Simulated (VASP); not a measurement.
The system is Te2Pt (Moncheite).

```
Te Pt
1.0
     4.04866    0.00000    0.00000
    -2.02433    3.50624    0.00000
     0.00000    0.00000    5.13190
Te Pt
2 1
Direct
  0.33333 0.66667 0.26499
  0.66667 0.33333 0.73501
  0.00000 0.00000 0.00000
```

| Item | Value |
| --- | --- |
| Program | VASP 6.6.1 |
| Task | relaxation of cell and atoms |
| Functional | r2SCAN |
| Dispersion | rVV10 |
| Potentials or basis | VASP PAW PBE potentials, release 64 (Te, Pt) |
| Cutoff | 600 eV |
| k mesh | 6 × 6 × 4 |
| Occupations | fermi-dirac, width 0.02 eV |
| Spin | no spin polarisation |

At the start: pressure 1.0 GPa; volume 24.28 Å³/atom.

Q: Where does the relaxation end?

A: Over 13 steps the energy falls by 6.9 meV/atom and the volume is 25.10 Å³/atom (+3.4 %); space group P-3m1 (No. 164, to 0.05 Å).

The path:
```csv
step,energy change (eV),largest force (eV/Å),pressure (GPa),volume (Å³)
1,0.0000,0.1691,1.05,72.85
2,-0.0075,0.2774,-0.94,74.53
3,-0.0076,0.2660,-0.74,74.36
4,-0.0147,0.1774,-0.43,74.56
5,-0.0203,0.0297,0.15,74.88
6,-0.0204,0.0005,0.29,74.95
7,-0.0206,0.0195,-0.12,75.36
8,-0.0207,0.0141,-0.01,75.25
9,-0.0207,0.0142,-0.01,75.26
10,-0.0207,0.0170,-0.07,75.31
11,-0.0207,0.0148,-0.03,75.27
12,-0.0207,0.0057,0.01,75.28
13,-0.0207,0.0026,0.02,75.30
```

Final structure:
```xyz
3
Lattice="4.0414 0.0000 0.0000 -2.0207 3.5000 0.0000 0.0000 0.0000 5.3234" Properties=species:S:1:pos:R:3 pbc="T T T"
Te    0.0000    2.3333    1.3660
Te    2.0207    1.1667    3.9574
Pt    0.0000    0.0000    0.0000
```

Caveat: the PAW data sets were made with another functional, which shifts forces and pressure a little.
